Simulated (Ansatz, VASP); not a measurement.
## Two plane-wave programs on Al

The input INCAR:

```
SYSTEM = Al
  ALGO = Normal
  EDIFF = 1E-7
  ENCUT = 520
  GGA = PE
  ISIF = 2
  ISMEAR = 0
  LASPH = .True.
  LCHARG = .False.
  LREAL = .False.
  LWAVE = .False.
  NBANDS = 8
  NELM = 60
  PREC = Accurate
  SIGMA = 0.15
```

KPOINTS

```
k-points
0
Gamma
  22 22 22
  0 0 0
```

The input POSCAR:

```
Al
1.0
   -1.6052870738      1.6052870738      1.7298573507
    1.6052870738     -1.6052870738      1.7298573507
    1.6052870738      1.6052870738     -1.7298573507
Al
1
Direct
    0.0000000000      0.0000000000      0.0000000000
```

Input for Ansatz:

```yaml
crystal:
  lattice:
    - [-1.6052870738, 1.6052870738, 1.7298573507]
    - [1.6052870738, -1.6052870738, 1.7298573507]
    - [1.6052870738, 1.6052870738, -1.7298573507]
  atoms:
    - { symbol: Al, position: [0.0, 0.0, 0.0] }
basis:
  ecutwfc: 420
kpoints:
  mp_grid: { grid: [22, 22, 22] }
hamiltonian:
  xc: pbe
scf:
  occupations: { method: gaussian, width: 0.15 }
output:
  forces: true
  stress: true
  eigenvalues: true
```

Alike in both runs: task single point; functional PBE; k mesh 22 × 22 × 22; occupations gaussian, width 0.15 eV; no spin polarisation.

|  | VASP | Ansatz |
| --- | --- | --- |
| version | VASP 6.6.1 | Ansatz 0.2.0 |
| potentials or method | VASP PAW PBE potentials, release 64 (Al) | scalar-relativistic, plane waves, PAW |
| plane-wave cutoff (eV) | 520 | 420 |
| valence electrons in the cell | 3 | 3 |

VASP gave:

| Item | Value |
| --- | --- |
| gap on the k mesh at the Fermi level (eV) | none |
| pressure (GPa) | -3.3 |
| largest component of the traceless stress (GPa) | 1.73 |

Task: Which values does Ansatz return?

Result: gap on the k mesh at the Fermi level (eV): none; pressure (GPa): -3.3; largest component of the traceless stress (GPa): 1.72.

A gap of «none» marks a metal or a gap that the smearing closes. With one functional, cell and mesh, what is left measures potentials, basis and numerics.
